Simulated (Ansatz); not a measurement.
ZnO and its competing phases

These are results of Ansatz, DFT PBE, scalar-relativistic, plane waves, PAW, not measurements. All cells share a 420 eV cutoff and Γ-centred k meshes spaced at most about 0.3 Å⁻¹ (2π included). No spin polarisation.

Formation energies are uncorrected and refer to the elements' standard structures at the same level (O₂ as a molecule).

Temperature and zero-point effects are left out.

The competitors are the elements and 2 reference phases of this chemical system (from databases or known types: Zn5O12, ZnO), relaxed at the same level; other known phases may be missing.

The candidate was reached from: 4-connected net, two elements alternating.

```cif
data_structure
_symmetry_space_group_name_H-M 'P6_3mc'
_symmetry_Int_Tables_number 186
_cell_length_a 3.2718
_cell_length_b 3.2718
_cell_length_c 10.6300
_cell_angle_alpha 90.000
_cell_angle_beta 90.000
_cell_angle_gamma 120.000
_cell_volume 98.55
loop_
_atom_site_label
_atom_site_type_symbol
_atom_site_symmetry_multiplicity
_atom_site_Wyckoff_symbol
_atom_site_fract_x
_atom_site_fract_y
_atom_site_fract_z
_atom_site_occupancy
Zn1 Zn 2 b 0.66667 0.33333 0.84410 1
Zn2 Zn 2 a 0.00000 0.00000 0.59431 1
O1 O 2 b 0.66667 0.33333 0.65592 1
O2 O 2 a 0.00000 0.00000 0.40568 1
```

Task: Where does it stand against these competitors?

Result: Too close to call. Its formation energy is -1.420 eV/atom. The lowest competing phase at this composition is this:

```tsv
phase	space group	source	share of atoms	ΔE_f (eV/atom)
ZnO	P6_3mc (No. 186)	Materials Project	1.0000	-1.424
```

The candidate lies level with this phase within the noise. The candidate matches no cell in the subsets of the Crystallography Open Database and the Materials Project at hand.
